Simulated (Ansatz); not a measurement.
Crystal: TaN.

```
Ta N
1.0
     0.00000    2.21132    2.21132
     2.21132    0.00000    2.21132
     2.21132    2.21132    0.00000
Ta N
1 1
Direct
  0.50000 0.50000 0.50000
  0.00000 0.00000 0.00000
```

The cell comes from a database or a generator and needn't be the stable form of this composition.

Program: Ansatz 0.2.0. Alike in all runs: potentials or basis Ansatz PAW; cell as given. Hardware: 2 threads of Arm Neoverse V1, with other jobs on the host.

**Question.** Order these runs on this cell by their wall time, lowest first.
A. task band structure; level PBE; spin SOC, no magnetisation; k mesh 7 × 7 × 7; cutoff (eV) 420; smearing fermi-dirac 0.05 eV; points for each segment of the path 14
B. task single point; level PBE; spin off; k mesh 10 × 10 × 10; cutoff (eV) 420; smearing gaussian 0.019 eV
C. task band structure; level r2SCAN; spin SOC, no magnetisation; k mesh 7 × 7 × 7; cutoff (eV) 500; smearing fermi-dirac 0.05 eV; points for each segment of the path 14

**Answer.** B (1 s), A (5.1 s), C (13 s).
